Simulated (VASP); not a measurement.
## VASP 6.6.1, PBE0 single-point calculation, GaAs (zincblende)

INCAR, step 1 (PBE orbitals to start from)

```
NBANDS = 16
ISMEAR = 0
LASPH = .TRUE.
PREC = Accurate
SIGMA = 0.01
LREAL = .FALSE.
GGA = PE
NELM = 120
LCHARG = .FALSE.
ENCUT = 520
LWAVE = .TRUE.
EDIFF = 1E-5
```

INCAR, step 2

```
GGA = PE
PREC = Accurate
LCHARG = .FALSE.
LHFCALC = .TRUE.
LREAL = .FALSE.
ENCUT = 520
LASPH = .TRUE.
PRECFOCK = Fast
NBANDS = 16
ISIF = 2
IBRION = -1
LWAVE = .FALSE.
EDIFF = 1E-7
ISTART = 1
HFRCUT = -1
AEXX = 0.25
NELM = 120
SIGMA = 0.01
ALGO = Normal
NSW = 0
ISMEAR = 0
```

KPOINTS

```
KPOINTS created by Atomic Simulation Environment
0
Gamma
6 6 6
0 0 0
```

KPOINTS_OPT

```
special points
6
Reciprocal
0.0000000000 0.0000000000 0.0000000000 1
0.5000000000 0.0000000000 0.5000000000 1
0.5000000000 0.2500000000 0.7500000000 1
0.3750000000 0.3750000000 0.7500000000 1
0.5000000000 0.5000000000 0.5000000000 1
0.6250000000 0.2500000000 0.6250000000 1
```

POSCAR

```
Ga As
 1.0000000000000000
    -0.0000000000000000    2.8330850953310862    2.8330850953310862
     2.8330850953310862    0.0000000000000000    2.8330850953310862
     2.8330850953310862    2.8330850953310862    0.0000000000000000
 Ga  As
   1   1
Cartesian
  0.0000000000000000  0.0000000000000000 -0.0000000000000000
  1.4165425476655431  1.4165425476655431  1.4165425476655431
```

VASP ran with the recommended PBE PAW datasets (18 valence electrons in the cell).

Command

```
mpirun -np 1 vasp_std
```

OSZICAR

```
N       E                     dE             d eps       ncg     rms          rms(c)
DAV:   1    -0.107157409615E+02   -0.10716E+02   -0.63349E-01   784   0.147E+01    0.207E+00
DAV:   2    -0.107174561355E+02   -0.17152E-02   -0.46790E-02   728   0.310E+00    0.146E+00
DAV:   3    -0.107155932153E+02    0.18629E-02   -0.51709E-03   744   0.115E+00    0.874E-01
DAV:   4    -0.107150315264E+02    0.56169E-03   -0.70142E-04   704   0.288E-01    0.495E-01
DAV:   5    -0.107148659689E+02    0.16556E-03   -0.14126E-04   616   0.929E-02    0.285E-01
DAV:   6    -0.107148229402E+02    0.43029E-04   -0.35771E-05   696   0.453E-02    0.161E-01
DAV:   7    -0.107148083599E+02    0.14580E-04   -0.68321E-06   624   0.222E-02    0.906E-02
DAV:   8    -0.107148030301E+02    0.53298E-05   -0.18146E-06   624   0.109E-02    0.500E-02
DAV:   9    -0.107148013283E+02    0.17018E-05   -0.71866E-07   640   0.539E-03    0.272E-02
DAV:  10    -0.107148008692E+02    0.45911E-06   -0.24871E-07   624   0.292E-03    0.146E-02
DAV:  11    -0.107148007826E+02    0.86568E-07   -0.76591E-08   440   0.173E-03
   1 F= -.10714801E+02 E0= -.10714801E+02  d E =-.143811E-25
       N       E                     dE             ncg
DAV:   1     0.170198272214E+03   -0.35880E+04      200
DAV:   2    -0.421641461863E+03   -0.59184E+03      216
DAV:   3    -0.465955863606E+03   -0.44314E+02      232
DAV:   4    -0.466975981524E+03   -0.10201E+01      264
DAV:   5    -0.466989692370E+03   -0.13711E-01      256
DAV:   6    -0.466990043334E+03   -0.35096E-03      312
DAV:   7    -0.466990048768E+03   -0.54345E-05      264
DAV:   8    -0.466990048970E+03   -0.20220E-06      240
DAV:   9    -0.466990048977E+03   -0.69185E-08      224
```

From OUTCAR

```
k-points           NKPTS =     16   k-points in BZ     NKDIM =    216   number of bands    NBANDS=     16

   NELECT =      18.0000    total number of electrons

   dimension x,y,z NGX =    30 NGY =   30 NGZ =   30
   dimension x,y,z NGXF=    60 NGYF=   60 NGZF=   60

  energy-cutoff  :      520.00
  volume of cell :       45.48
      direct lattice vectors                 reciprocal lattice vectors
     0.000000000  2.833085095  2.833085095    -0.176486051  0.176486051  0.176486051
     2.833085095  0.000000000  2.833085095     0.176486051 -0.176486051  0.176486051
     2.833085095  2.833085095  0.000000000     0.176486051  0.176486051 -0.176486051

 k-points in reciprocal lattice and weights: KPOINTS created by Atomic Simulation Env
   0.00000000  0.00000000  0.00000000       0.005
   0.16666667  0.00000000  0.00000000       0.037
   0.33333333  0.00000000  0.00000000       0.037
   0.50000000  0.00000000  0.00000000       0.019
   0.16666667  0.16666667  0.00000000       0.028
   0.33333333  0.16666667  0.00000000       0.111
   0.50000000  0.16666667  0.00000000       0.111
  -0.33333333  0.16666667  0.00000000       0.111
   ...

 E-fermi :   3.1958

 k-point     1 :       0.0000    0.0000    0.0000
  band No.  band energies     occupation
      1     -14.3238      2.00000
      2     -14.3238      2.00000
      3     -14.3238      2.00000
      4     -14.2444      2.00000
      5     -14.2444      2.00000
      6     -10.9017      2.00000
      7       3.1251      2.00000
      8       3.1251      2.00000
      9       3.1251      2.00000
     10       5.0858      0.00000
     11       8.3347      0.00000
     12       8.3347      0.00000
     13       8.3347      0.00000
     14      12.3433      0.00000
     15      14.9129      0.00000
     16      14.9129      0.00000

 k-point     2 :       0.1667    0.0000    0.0000
  band No.  band energies     occupation
      1     -14.3375      2.00000
      2     -14.3186      2.00000
      3     -14.3186      2.00000
      4     -14.2447      2.00000
      5     -14.2447      2.00000
      6     -10.5581      2.00000
      7       0.2940      2.00000
      8       2.7194      2.00000
      9       2.7194      2.00000
     10       6.1801      0.00000
     11       8.9182      0.00000
     12       8.9182      0.00000
     13       9.3199      0.00000
     14      13.7499      0.00000
     15      13.7692      0.00000
     16      13.7692      0.00000

 k-point     3 :       0.3333    0.0000    0.0000
  band No.  band energies     occupation
      1     -14.3634      2.00000
      2     -14.3095      2.00000
      3     -14.3095      2.00000
      4     -14.2436      2.00000
      5     -14.2436      2.00000
      6      -9.6692      2.00000
      7      -2.7425      2.00000
      8       2.1210      2.00000
      9       2.1210      2.00000
     10       5.7326      0.00000
     11       9.3506      0.00000
     12       9.3506      0.00000
     13      12.0588      0.00000
     14      13.5166      0.00000
     15      14.4654      0.00000
     16      14.4654      0.00000

 k-point     4 :       0.5000    0.0000    0.0000
  band No.  band energies     occupation
      1     -14.3761      2.00000
      2     -14.3060      2.00000
      3     -14.3060      2.00000
      4     -14.2421      2.00000
      5     -14.2421      2.00000
      6      -8.9933      2.00000
      7      -4.1523      2.00000
      8       1.8780      2.00000
      9       1.8780      2.00000
     10       5.4977      0.00000
     11       9.2665      0.00000
     12       9.2665      0.00000
     13      12.4434      0.00000
     14      15.3479      0.00000
     15      16.8419      0.00000
     16      16.8419      0.00000

 k-point     5 :       0.1667    0.1667    0.0000
  band No.  band energies     occupation
      1     -14.3472      2.00000
      2     -14.3134      2.00000
      3     -14.3134      2.00000
      4     -14.2488      2.00000
      5     -14.2418      2.00000
      6     -10.4424      2.00000
      7       0.3339      2.00000
      8       2.0397      2.00000
      9       2.0397      2.00000
     10       7.0620      0.00000
     11       7.6792      0.00000
     12       9.9815      0.00000
     13       9.9815      0.00000
     14      12.1170      0.00000
     15      14.5121      0.00000
     16      15.3879      0.00000

 k-point     6 :       0.3333    0.1667    0.0000
  band No.  band energies     occupation
      1     -14.3679      2.00000
      2     -14.3054      2.00000
      3     -14.3035      2.00000
      4     -14.2514      2.00000
      5     -14.2400      2.00000
      6      -9.7176      2.00000
      7      -2.0038      2.00000
      8       1.1589      2.00000
      9       1.4203      2.00000
     10       7.0100      0.00000
     11       8.4461      0.00000
     12      10.2667      0.00000
     13      10.8289      0.00000
     14      13.6788      0.00000
     15      15.6107      0.00000
     16      15.7780      0.00000

 k-point     7 :       0.5000    0.1667    0.0000
  band No.  band energies     occupation
      1     -14.3805      2.00000
      2     -14.3023      2.00000
      3     -14.2991      2.00000
      4     -14.2483      2.00000
      5     -14.2407      2.00000
      6      -8.8492      2.00000
      7      -3.8650      2.00000
      8       0.3020      2.00000
      9       1.3378      2.00000
     10       6.8516      0.00000
     11       9.0986      0.00000
     12      10.4900      0.00000
     13      11.8151      0.00000
     14      14.6726      0.00000
     15      16.4897      0.00000
     16      16.8457      0.00000

 k-point     8 :      -0.3333    0.1667    0.0000
  band No.  band energies     occupation
      1     -14.3751      2.00000
      2     -14.3035      2.00000
      3     -14.3028      2.00000
      4     -14.2452      2.00000
      5     -14.2440      2.00000
      6      -9.0973      2.00000
      7      -3.3982      2.00000
      8       0.0732      2.00000
      9       1.8206      2.00000
     10       7.0405      0.00000
     11       9.3378      0.00000
     12      10.0296      0.00000
     13      11.9517      0.00000
     14      13.8109      0.00000
     15      14.8877      0.00000
     16      16.6519      0.00000

 k-point     9 :      -0.1667    0.1667    0.0000
  band No.  band energies     occupation
      1     -14.3555      2.00000
      2     -14.3126      2.00000
      3     -14.3093      2.00000
      4     -14.2471      2.00000
      5     -14.2429      2.00000
      6     -10.0209      2.00000
      7      -1.3007      2.00000
      8       0.8883      2.00000
      9       2.5577      2.00000
     10       7.2113      0.00000
     11       9.0655      0.00000
     12       9.2659      0.00000
     13      10.3490      0.00000
     14      12.6812      0.00000
     15      14.7270      0.00000
     16      15.5396      0.00000

 k-point    10 :       0.3333    0.3333    0.0000
  band No.  band energies     occupation
      1     -14.3874      2.00000
      2     -14.2918      2.00000
      3     -14.2918      2.00000
      4     -14.2599      2.00000
      5     -14.2365      2.00000
      6      -9.2173      2.00000
      7      -2.6899      2.00000
      8       0.6954      2.00000
      9       0.6954      2.00000
     10       5.9989      0.00000
     11       7.1634      0.00000
     12      12.9530      0.00000
     13      12.9530      0.00000
     14      13.5282      0.00000
     15      16.7758      0.00000
     16      18.0764      0.00000

 k-point    11 :       0.5000    0.3333    0.0000
  band No.  band energies     occupation
      1     -14.3960      2.00000
      2     -14.2892      2.00000
      3     -14.2863      2.00000
      4     -14.2599      2.00000
      5     -14.2367      2.00000
      6      -8.4601      2.00000
      7      -3.8686      2.00000
      8      -0.4410      2.00000
      9       0.5223      2.00000
     10       6.2957      0.00000
     11       7.8952      0.00000
     12      12.5095      0.00000
     13      13.2286      0.00000
     14      15.6549      0.00000
     15      17.2226      0.00000
     16      17.9605      0.00000

 k-point    12 :      -0.3333    0.3333    0.0000
  band No.  band energies     occupation
      1     -14.3886      2.00000
      2     -14.2962      2.00000
      3     -14.2911      2.00000
      4     -14.2521      2.00000
      5     -14.2420      2.00000
      6      -8.3959      2.00000
      7      -3.9204      2.00000
      8      -1.2244      2.00000
      9       0.9907      2.00000
     10       6.7350      0.00000
     11      10.6830      0.00000
     12      12.0489      0.00000
     13      12.3736      0.00000
     14      12.5081      0.00000
     15      14.4212      0.00000
     16      19.2546      0.00000

 ...

  Total        0.0735272      0.0735272      0.0735272     -0.0000000      0.0000000     -0.0000000
  in kB        2.5902986      2.5902986      2.5902986     -0.0000000      0.0000000     -0.0000000
  external PRESSURE =       2.5902986 kB  Pullay stress =       0.0000000 kB

 POSITION                                       TOTAL-FORCE (eV/Angst)
 -----------------------------------------------------------------------------------
      0.00000      0.00000      0.00000        -0.000000     -0.000000     -0.000000
      1.41654      1.41654      1.41654         0.000000      0.000000      0.000000
 -----------------------------------------------------------------------------------
    total drift:                               -0.000023     -0.000023     -0.000017

  FREE ENERGIE OF THE ION-ELECTRON SYSTEM (eV)
  ---------------------------------------------------
  free  energy   TOTEN  =       -10.7148007826 eV

  energy  without entropy=      -10.7148007826  energy(sigma->0) =      -10.71480078
```

| Property | Result |
| --- | --- |
| gap between bands v and c | 1.96 eV |
| least direct gap | 1.96 eV |
| pressure | 0.3 GPa |

Band v is the last that the valence electrons fill when counted band by band, and c is the next.

The run (its last step) took about 47 min on one core of a shared host (Intel Xeon Platinum 8488C) and held 0.23 GiB at most.
